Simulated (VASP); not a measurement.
Write the native input for VASP 6.6.1 that does the following.

| Property | Result |
| --- | --- |
| Task | electrostatic potential |
| Functional | r2SCAN |
| Dispersion | rVV10 |
| Potentials or basis | VASP PAW PBE potentials, release 64 (Ge_d) |
| Cutoff | 520 eV |
| k mesh | 10 × 10 × 10 |
| Occupations | gaussian, width 0.02 eV |
| Spin | no spin polarisation |
| Further INCAR settings | ALGO = Normal; EDIFF = 1e-06 |

The structure of Ge lies in POSCAR:

```
Ge                                      
1.0
   -0.0000000000      2.8281279486      2.8281279486
    2.8281279486      0.0000000000      2.8281279486
    2.8281279486      2.8281279486     -0.0000000000
  Ge            
     2
Direct
     0.0000000000000000    0.0000000000000000    0.0000000000000000
     0.2500000000000000    0.2500000000000000    0.2500000000000000
```

The cell was built by a generator and needn't be a form met in nature.

The input as run:

INCAR

```
SYSTEM = Ge
ALGO = Normal ; BPARAM = 11.95
CPARAM = 0.0093 ; EDIFF = 1E-6
ENCUT = 520 ; ISIF = 2
ISMEAR = 0 ; IVDW_NL = 2
LASPH = .TRUE. ; LCHARG = .TRUE.
LMIXTAU = .TRUE. ; LREAL = .FALSE.
LUSE_VDW = .TRUE. ; LVHAR = .TRUE.
LWAVE = .FALSE. ; METAGGA = R2SCAN
NELM = 80 ; PREC = Accurate
SIGMA = 0.02
```

KPOINTS

```
k-points
0
G
  10 10 10
  0 0 0
```

Potentials or basis: VASP PAW PBE potentials, release 64 (Ge_d).

Command:

```bash
$ cat potpaw_PBE.64/Ge_d/POTCAR > POTCAR
$ mpirun -np 1 vasp_std > vasp.out
```

Results of the run:

```json
{
  "Pressure": "-0.1 GPa",
  "Band gap on the k mesh": "0.41 eV, direct"
}
```

Caveat: the PAW data sets were made with another functional, which shifts forces and pressure a little.

Run time: 2.4 min on 1 thread of Intel(R) Xeon(R) Platinum 8488C (Sapphire Rapids), with other jobs on the host, peak memory 0.29 GiB.
